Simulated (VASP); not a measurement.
# BN (P6_3mc) in VASP: notebook

One crystal, BN, is run at these levels: PBEsol; tasks: single point.

All numbers are computed with VASP 6.6.1; they aren't measurements. Logs are shortened: lines on timing, memory, paths and dates and some standing lists are left out, and cuts for length are marked.

**1. The crystal as given**

Symmetry: P6_3mc, No. 186, hexagonal system. The conventional cell has a = 2.542 Å, b = 2.542 Å, c = 4.204 Å, α = 90.00°, β = 90.00°, γ = 120.00°. B (site symmetry 3m) is surrounded by 4 N at 1.56 to 1.57 Å. N (site symmetry 3m) is surrounded by 4 B at 1.56 to 1.57 Å.

Measurements of this composition are mostly on another form, of space group No. 194.

**2. Single point, PBEsol**

Input file INCAR:

```
ALGO = Normal ; EDIFF = 1E-6
ENCUT = 700 ; GGA = PS
ISIF = 2 ; ISMEAR = 0
LASPH = T ; LCHARG = T
LELF = T ; LREAL = F
LVHAR = T ; LWAVE = F
NELM = 100 ; PREC = Accurate
SIGMA = 0.02
```

Input file KPOINTS:

```
k-points
0
Gamma
  12 12 6
```

Input file POSCAR:

```
BN
1.0
    2.5416900000      0.0000000000      0.0000000000
   -1.2708500000      2.2011700000      0.0000000000
    0.0000000000      0.0000000000      4.2041500000
B N
2 2
Direct
    0.6666700000      0.3333300000      0.9997200000
    0.3333300000      0.6666700000      0.4997200000
    0.6666700000      0.3333300000      0.6252800000
    0.3333300000      0.6666700000      0.1252800000
```

Potentials or basis: VASP PAW PBE potentials, release 64 (B, N).

Command:

```sh
$ cat potpaw_PBE.64/B/POTCAR potpaw_PBE.64/N/POTCAR > POTCAR
$ mpirun -np 1 vasp_std > vasp.out
```

OUTCAR:

```text
EDIFF = 1E-6
   ENCUT = 700
   GGA = PS
   ISIF = 2
   ISMEAR = 0
   LASPH = T
   LREAL = F
   NELM = 100
   PREC = Accurate

 ion  position               nearest neighbor table
   1  0.667  0.333  1.000-   4 1.56   4 1.56   4 1.56   3 1.57
   2  0.333  0.667  0.500-   3 1.56   3 1.56   3 1.56   4 1.57
   3  0.667  0.333  0.625-   2 1.56   2 1.56   2 1.56   1 1.57
   4  0.333  0.667  0.125-   1 1.56   1 1.56   1 1.56   2 1.57

  LATTYP: Found a hexagonal cell.
 ALAT       =     2.5416900000
 C/A-ratio  =     1.6540766183

  Lattice vectors:

 A1 = (   2.5416900000,   0.0000000000,   0.0000000000)
 A2 = (  -1.2708500000,   2.2011700000,   0.0000000000)
 A3 = (   0.0000000000,   0.0000000000,   4.2041500000)

Analysis of symmetry for initial positions (statically):
=====================================================================
 Subroutine PRICEL returns:
 Original cell was already a primitive cell.

 Routine SETGRP: Setting up the symmetry group for a
 hexagonal supercell.

 Subroutine GETGRP returns: Found  4 space group operations
 (whereof  2 operations were pure point group operations)
 out of a pool of 24 trial point group operations.

The static configuration has the point symmetry C_1h.
 The point group associated with its full space group is C_2v.

Analysis of symmetry for dynamics (positions and initial velocities):
=====================================================================
 Subroutine PRICEL returns:
 Original cell was already a primitive cell.

 Routine SETGRP: Setting up the symmetry group for a
 hexagonal supercell.

 Subroutine GETGRP returns: Found  4 space group operations
 (whereof  2 operations were pure point group operations)
 out of a pool of 24 trial point group operations.

The dynamic configuration has the point symmetry C_1h.
 The point group associated with its full space group is C_2v.

 Subroutine INISYM returns: Found  4 space group operations
 (whereof  2 operations are pure point group operations),
 and found     1 'primitive' translations

----------------------------------------------------------------------------------------

                                     Primitive cell

  volume of cell :      23.5209

  direct lattice vectors                    reciprocal lattice vectors
     2.541690000  0.000000000  0.000000000     0.393439011  0.227152817  0.000000000
    -1.270850000  2.201170000  0.000000000     0.000000000  0.454303847  0.000000000
     0.000000000  0.000000000  4.204150000     0.000000000  0.000000000  0.237860210

  length of vectors
     2.541690000  2.541694138  4.204150000     0.454304587  0.454303847  0.237860210

  position of ions in fractional coordinates (direct lattice)
     0.666670000  0.333330000  0.999720000
     0.333330000  0.666670000  0.499720000
     0.666670000  0.333330000  0.625280000
     0.333330000  0.666670000  0.125280000

  ion indices of the primitive-cell ions
   primitive index   ion index
                 1           1
                 2           2
                 3           3
                 4           4

----------------------------------------------------------------------------------------

 KPOINTS: k-points

Automatic generation of k-mesh.
 Grid dimensions read from file:
 generate k-points for:   12   12    6

 Generating k-lattice:

  Cartesian coordinates                     Fractional coordinates (reciprocal lattice)
     0.032786584  0.018929401  0.000000000     0.083333333  0.000000000  0.000000000
     0.000000000  0.037858654  0.000000000     0.000000000  0.083333333  0.000000000
     0.000000000  0.000000000  0.039643368     0.000000000  0.000000000  0.166666667

  Length of vectors
     0.037858716  0.037858654  0.039643368

  Shift w.r.t. Gamma in fractional coordinates (k-lattice)
     0.000000000  0.000000000  0.000000000

 Subroutine IBZKPT returns following result:
 ===========================================

 Found    172 irreducible k-points:

 Following reciprocal coordinates:
            Coordinates               Weight
  0.000000  0.000000  0.000000      1.000000
  0.083333  0.000000  0.000000      4.000000
 -0.083333  0.083333  0.000000      2.000000
  0.166667 -0.000000  0.000000      4.000000
 -0.166667  0.166667  0.000000      2.000000
  0.250000  0.000000  0.000000      4.000000
[... 16 lines left out ...]
 -0.083333  0.416667  0.000000      4.000000
 -0.416667  0.333333  0.000000      4.000000
 [... further k-points ...]
   k-points           NKPTS =    172   k-points in BZ     NKDIM =    172   number of bands    NBANDS=     12
   number of dos      NEDOS =    301   number of ions     NIONS =      4
   total plane-waves  NPLWV =  20736
   dimension x,y,z NGX =    24 NGY =   24 NGZ =   36
   dimension x,y,z NGXF=    48 NGYF=   48 NGZF=   72
   ions per type =               2   2
   NGX,Y,Z   is equivalent  to a cutoff of  15.70, 15.70, 14.24 a.u.
   NGXF,Y,Z  is equivalent  to a cutoff of  31.40, 31.40, 28.47 a.u.
 SYSTEM =  unknown system
   PREC   = accura    normal or accurate (medium, high low for compatibility)
   ISTART =      0    job   : 0-new  1-cont  2-samecut
   ICHARG =      2    charge: 1-file 2-atom 10-const
   ISPIN  =      1    spin polarized calculation?
   LNONCOLLINEAR =      F non collinear calculations
   LSORBIT =      F    spin-orbit coupling
   LASPH  =      T    aspherical Exc in radial PAW
   ENCUT  =  700.0 eV  51.45 Ry    7.17 a.u.   5.48  5.48  9.07*2*pi/ulx,y,z
   NELM   =    100;   NELMIN=  2; NELMDL= -5     # of ELM steps
   EDIFF  = 0.1E-05   stopping-criterion for ELM
   LREAL  =      F    real-space projection
   EDIFFG = 0.1E-04   stopping-criterion for IOM
   NSW    =      0    number of steps for IOM
   IBRION =     -1    ionic relax: 0-MD 1-quasi-New 2-CG
   NFREE  =      0    steps in history (QN), initial steepest desc. (CG)
   ISIF   =      2    stress and relaxation
   ISYM   =      2    0-nonsym 1-usesym 2-fastsym
   POTIM  = 0.5000    time-step for ionic-motion
   TEBEG  =    0.0;   TEEND  =   0.0 temperature during run
   PSTRESS=    0.0 pullay stress
   NELECT =      16.0000    total number of electrons
   NUPDOWN=      -1.0000    fix difference up-down
   EMIN   =  10.00;   EMAX   =-10.00  energy-range for DOS
   EFERMI =   0.00;   METHOD = LEGACY
   ISMEAR =     0;   SIGMA  =   0.02  broadening in eV -4-tet -1-fermi 0-gaus
   EFERMI_NEDOS =   21; number of points for ismear=-14 and -15
   IALGO  =     38    algorithm
   IMIX   =      4    mixing-type and parameters
     AMIX     =   0.40;   BMIX     =  1.00
     AMIX_MAG =   1.60;   BMIX_MAG =  1.00
  volume/ion in A,a.u.               =       5.88        39.68
  Fermi-wavevector in a.u.,A,eV,Ry     =   1.439782  2.720793 28.204494  2.072972
  Thomas-Fermi vector in A             =   2.558599
   LORBIT       =      0    0 simple, 1 ext, 2 COOP (PROOUT), +10 PAW based schemes
   GGA     = PS    functional components
   LHFCALC =     F    Hartree Fock is set to
   AEXX    =    0.0000 exact exchange contribution
   IVDW    =     0    specifies the selected vdW correction
   LEPSILON=     F    determine dielectric tensor
   LRPA    =     F    only Hartree local field effects (RPA)
 non-spin polarized calculation
 Gauss-broadening in eV      SIGMA  =   0.02
  energy-cutoff  :      700.00
  volume of cell :       23.52
 maximum number of plane-waves:      1020
 NGX is ok and might be reduce to    24
   NGX = 11   NGY = 11   NGZ = 19

 number of electron      16.0000000 magnetization

 Free energy of the ion-electron system (eV)
  ---------------------------------------------------
  ext. energy  EPLUGINS =         0.00000000
  ---------------------------------------------------
  free energy    TOTEN  =       -36.64180502 eV

  energy without entropy =      -36.64180502  energy(sigma->0) =      -36.64180502

 E-fermi :   7.7470     XC(G=0): -13.0291

 val. band max:        7.5807967665   @ k =   0.0000   0.0000   0.0000
 cond. band min:      12.5256050290   @ k =   0.3333   0.3333   0.0000
 fundamental gap:      4.9448082626
 Fermi energy:         7.7469731630

 k-point     1 :       0.0000    0.0000    0.0000
  band No.  band energies     occupation
      1     -12.9054      2.00000
      2      -8.6801      2.00000
      3      -3.4806      2.00000
      4       5.4329      2.00000
      5       5.4334      2.00000
      6       7.2969      2.00000
      7       7.5804      2.00000
      8       7.5808      2.00000
      9      15.9039      0.00000
     10      15.9044      0.00000
     11      16.1478      0.00000
     12      17.1143      0.00000

 k-point     2 :       0.0833    0.0000    0.0000
  band No.  band energies     occupation
      1     -12.7529      2.00000
      2      -8.5625      2.00000
      3      -3.3295      2.00000
      4       4.7330      2.00000
      5       5.1453      2.00000
      6       7.0010      2.00000
      7       7.1489      2.00000
      8       7.4215      2.00000
      9      15.6406      0.00000
     10      16.2112      0.00000
     11      16.4118      0.00000
     12      17.6013      0.00000

 k-point     3 :      -0.0833    0.0833    0.0000
  band No.  band energies     occupation
      1     -12.7529      2.00000
      2      -8.5625      2.00000
      3      -3.3295      2.00000
      4       4.7333      2.00000
      5       5.1450      2.00000
      6       7.0013      2.00000
      7       7.1489      2.00000
      8       7.4212      2.00000
      9      15.6404      0.00000
     10      16.2115      0.00000
     11      16.4117      0.00000
     12      17.6012      0.00000
[... 286 lines left out ...]
 k-point    23 :      -0.0833    0.4167    0.0000
  band No.  band energies     occupation
      1      -9.9301      2.00000
      2      -7.0812      2.00000
      3      -1.3148      2.00000
      4      -0.5599      2.00000
      5       1.1158      2.00000
      6       2.4824      2.00000
      7       4.2773      2.00000
      8       5.2831      2.00000
      9      14.8360      0.00000
     10      15.7263      0.00000
     11      18.1381      0.00000
     12      19.6202      0.00000

 k-point    24 :      -0.4167    0.3333    0.0000
  band No.  band energies     occupation
      1      -9.9301      2.00000
      2      -7.0812      2.00000
      3      -1.3148      2.00000
      4      -0.5599      2.00000
      5       1.1159      2.00000
      6       2.4823      2.00000
      7       4.2775      2.00000
      8       5.2830      2.00000
      9      14.8357      0.00000
     10      15.7264      0.00000
     11      18.1380      0.00000
     12      19.6198      0.00000

 [... further k-points ...]

------------------------ aborting loop because EDIFF is reached ----------------------------------------

  FORCE on cell =-STRESS in cart. coord.  units (eV):
  Direction    XX          YY          ZZ          XY          YZ          ZX
  --------------------------------------------------------------------------------------
  -------------------------------------------------------------------------------------
  Total        0.0068851      0.0072175      0.0094331      0.0002878      0.0000000      0.0000000
  in kB        0.4689905      0.4916332      0.6425576      0.0196072      0.0000000      0.0000000
  external PRESSURE =       0.5343937 kB  Pullay stress =       0.0000000 kB

 VOLUME and BASIS-vectors are now :
 -----------------------------------------------------------------------------
  energy-cutoff  :      700.00
  volume of cell :       23.52
      direct lattice vectors                 reciprocal lattice vectors
     2.541690000  0.000000000  0.000000000     0.393439011  0.227152817  0.000000000
    -1.270850000  2.201170000  0.000000000     0.000000000  0.454303847  0.000000000
     0.000000000  0.000000000  4.204150000     0.000000000  0.000000000  0.237860210

 POSITION                                       TOTAL-FORCE (eV/Angst)
 -----------------------------------------------------------------------------------
      1.27086      0.73372      4.20297        -0.000530      0.000306      0.000410
     -0.00002      1.46745      2.10090         0.000530     -0.000306      0.000410
      1.27086      0.73372      2.62877        -0.000541      0.000312     -0.000410
     -0.00002      1.46745      0.52670         0.000541     -0.000312     -0.000410
 -----------------------------------------------------------------------------------
    total drift:                               -0.000000     -0.000000      0.000620

  FREE ENERGIE OF THE ION-ELECTRON SYSTEM (eV)
  ---------------------------------------------------
  free  energy   TOTEN  =       -36.6418050199 eV

  energy  without entropy=      -36.6418050199  energy(sigma->0) =      -36.64180502
```

It took 38 s on 1 thread of AMD EPYC 9R14 (Zen 4), shared host; peak memory 0.17 GiB.

Results:

```
Free energy            : -36.6418 eV
Pressure               : 0.1 GPa
Band gap on the k mesh : 4.94 eV, indirect (least direct gap 8.22 eV)
```

Caveat: the PAW data sets were made with another functional, which shifts forces and pressure a little.

**3. Single point, PBEsol**

INCAR: that of step 2 with these lines changed.

```diff
@@ -1,3 +1,3 @@
 ALGO = Normal ; EDIFF = 1E-6
-ENCUT = 700 ; GGA = PS
+ENCUT = 520 ; GGA = PS
 ISIF = 2 ; ISMEAR = 0
```

Input file KPOINTS:

```
k-points
0
Gamma
  15 15 8
```

POSCAR is that of step 2.

Potentials or basis: VASP PAW PBE potentials, release 64 (B, N).

Command:

```sh
$ cat potpaw_PBE.64/B/POTCAR potpaw_PBE.64/N/POTCAR > POTCAR
$ mpirun -np 1 vasp_std > vasp.out
```

It took 39 s on 1 thread of AMD EPYC 9R14 (Zen 4), shared host; peak memory 0.17 GiB.

It converged, with:

| Quantity | Value |
| --- | --- |
| Free energy | -36.6259 eV |
| Pressure | 0.3 GPa |
| Band gap on the k mesh | 4.95 eV, indirect (least direct gap 8.20 eV) |

Levels at points of the mesh, in eV from the valence-band top:
```csv
k point,band 5,band 6,band 7,band 8,band 9,band 10,band 11,band 12
"(0.00, 0.00, 0.00)",-2.15,-0.28,0.00,0.00,8.32,8.32,8.57,9.53
"(0.00, 0.00, 0.50)",-1.19,-1.19,-1.19,-1.19,9.47,9.47,9.89,9.89
```

Caveat: the PAW data sets were made with another functional, which shifts forces and pressure a little; an odd mesh through Γ misses points on the zone boundary, where band edges often lie.

(Part 1 of 2 ends here.)
